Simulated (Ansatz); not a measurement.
# ZnO and its competing phases

Method: DFT PBE, scalar-relativistic, plane waves, PAW in Ansatz 0.2.0. Settings: cutoff 420 eV, Γ-centred meshes spaced at most about 0.3 Å⁻¹ (2π included), Gaussian smearing. No spin polarisation.

The zero of energy is the elements' standard structures at the same level (O₂ as a molecule); no fitted shifts are applied.

Temperature and zero-point effects are left out.

The competitors are the elements and 2 reference phases of this chemical system (from databases or known types: Zn5O12, ZnO), relaxed at the same level; other known phases may be missing.

The candidate was reached from: 4-connected net, two elements alternating.

```cif
data_structure
_symmetry_space_group_name_H-M 'P 1'
_symmetry_Int_Tables_number 1
_cell_length_a 5.4301
_cell_length_b 5.4301
_cell_length_c 5.4301
_cell_angle_alpha 109.471
_cell_angle_beta 109.471
_cell_angle_gamma 109.471
_cell_volume 123.25
loop_
_atom_site_label
_atom_site_type_symbol
_atom_site_fract_x
_atom_site_fract_y
_atom_site_fract_z
_atom_site_occupancy
Zn1 Zn 0.32953 0.32953 0.32953 1
Zn2 Zn 0.00000 0.00000 0.67048 1
Zn3 Zn 0.00000 0.67048 0.00000 1
Zn4 Zn 0.67048 0.00000 0.00000 1
O1 O 0.67626 0.67626 0.67626 1
O2 O 0.00000 0.00000 0.32374 1
O3 O 0.00000 0.32374 0.00000 1
O4 O 0.32374 0.00000 0.00000 1
```

Problem. Is it stable, and against what?

Solution. Not the lowest form: another structure of the same formula lies lower. Its formation energy is -1.316 eV/atom. The lowest competing phase at this composition is this:

| phase | space group | source | share of atoms | ΔE_f (eV/atom) |
| --- | --- | --- | --- | --- |
| ZnO | P6_3mc (No. 186) | Materials Project | 1.0000 | -1.424 |

The candidate lies 108 meV/atom above this phase. The candidate matches no cell in the subsets of the Crystallography Open Database and the Materials Project at hand. It is metastable at best. Checks: no imaginary mode at Γ (other wave vectors untested).
